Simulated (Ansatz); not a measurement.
# C: the cost of one run

Computed with Ansatz 0.2.0 (DFT r2SCAN, scalar-relativistic, plane waves, PAW, unless a step's input says otherwise).

2 further runs of the same task are left out: 2 set aside as unsound or not needed.

### Step 1. The structure to begin with

The structure is cubic, space group Fd-3m (No. 227). The conventional cell has a = 3.560 Å, b = 3.560 Å, c = 3.560 Å, α = 90.00°, β = 90.00°, γ = 90.00°. C (site symmetry -43m) is surrounded by 4 C at 1.54 Å.

Structure file:

```cif
data_structure
_symmetry_space_group_name_H-M 'P 1'
_symmetry_Int_Tables_number 1
_cell_length_a 3.5603
_cell_length_b 3.5603
_cell_length_c 3.5603
_cell_angle_alpha 90.000
_cell_angle_beta 90.000
_cell_angle_gamma 90.000
_cell_volume 45.13
loop_
_atom_site_label
_atom_site_type_symbol
_atom_site_fract_x
_atom_site_fract_y
_atom_site_fract_z
_atom_site_occupancy
C1 C 0.50000 0.00000 0.00000 1
C2 C 0.00000 0.50000 0.00000 1
C3 C 0.00000 0.00000 0.50000 1
C4 C 0.50000 0.50000 0.50000 1
C5 C 0.75000 0.75000 0.75000 1
C6 C 0.25000 0.25000 0.75000 1
C7 C 0.25000 0.75000 0.25000 1
C8 C 0.75000 0.25000 0.25000 1
```

It is built from the cell relaxed beforehand with the same method (5.64 Å³/atom).

### Step 2. The reference cell

The cell is repeated 4 times, 8 atoms in all. Reference values: F = -2012.4459 eV; pressure 0.01 GPa; largest force 0.000 eV/Å; gap on the mesh 4.39 eV. It was computed beforehand with the settings of the runs below.

### Step 3. Next: a one-atom displacement scan

Atom 1 (C) is moved by x along the Cartesian unit vector (0.000, 0.000, 1.000); the cell and all other atoms stay fixed. Forces below are components along that vector, summed over the moved atoms. In a periodic cell its images move with it.

### Step 4. x = -0.100 Å

input.yaml reads:

```yaml
crystal:
  lattice:
    - [3.5602834153, 0.0, 0.0]
    - [0.0, -3.5602834153, 0.0]
    - [0.0, 0.0, -3.5602834153]
  atoms:
    - { symbol: C, position: [0.5, 0.0, 0.0280876516] }
    - { symbol: C, position: [0.0, 0.5, 0.0] }
    - { symbol: C, position: [0.0, 0.0, 0.5] }
    - { symbol: C, position: [0.5, 0.5, 0.5] }
    - { symbol: C, position: [0.75, 0.75, 0.75] }
    - { symbol: C, position: [0.25, 0.25, 0.75] }
    - { symbol: C, position: [0.25, 0.75, 0.25] }
    - { symbol: C, position: [0.75, 0.25, 0.25] }
basis:
  ecutwfc: 500
kpoints:
  mp_grid: { grid: [6, 6, 6] }
hamiltonian:
  xc: r2scan
scf:
  occupations: { method: gaussian, width: 0.05 }
output:
  forces: true
  stress: true
  eigenvalues: true
```

Run with:

```sh
> ansatz run input.yaml --threads 1 --pin off --max-ram 2560MiB --backend cpu --events-out ev --progress --plain --runs-dir out
```

Q: Estimate wall time and peak memory on 1 thread of Intel Xeon 6975P-C (Granite Rapids), shared host.

About 5.4 s, with a peak of 0.44 GiB.
